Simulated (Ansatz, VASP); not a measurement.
## Os in VASP and in Ansatz

```xyz
2
Lattice="2.7341 0.0000 0.0000 -1.3671 2.3678 0.0000 0.0000 0.0000 4.3197" Properties=species:S:1:pos:R:3 pbc="T T T"
Os    1.3671    0.7893    3.2398
Os    0.0000    1.5785    1.0799
```

Alike in both runs: task single point; functional PBE; k mesh 11 × 11 × 6; occupations gaussian, width 0.025 eV; no spin polarisation.

|  | VASP | Ansatz |
| --- | --- | --- |
| version | VASP 6.6.1 | Ansatz 0.2.0 |
| potentials or method | VASP PAW PBE potentials, release 64 (Os) | Ansatz PAW |
| plane-wave cutoff (eV) | 520 | 420 |
| valence electrons in the cell | 16 | 32 |

|  | VASP | Ansatz | Ansatz less VASP |
| --- | --- | --- | --- |
| gap on the k mesh at the Fermi level (eV) | none | none | - |
| pressure (GPa) | 8.8 | 8.8 | -0.03 |
| largest component of the traceless stress (GPa) | 0.19 | 0.25 | +0.063 |

A gap of «none» marks a metal or a gap that the smearing closes. With one functional, cell and mesh, what is left measures potentials, basis and numerics. The two sets of potentials don't hold the same shells in valence.

Spin-orbit coupling is left out, which matters for the levels of Os.
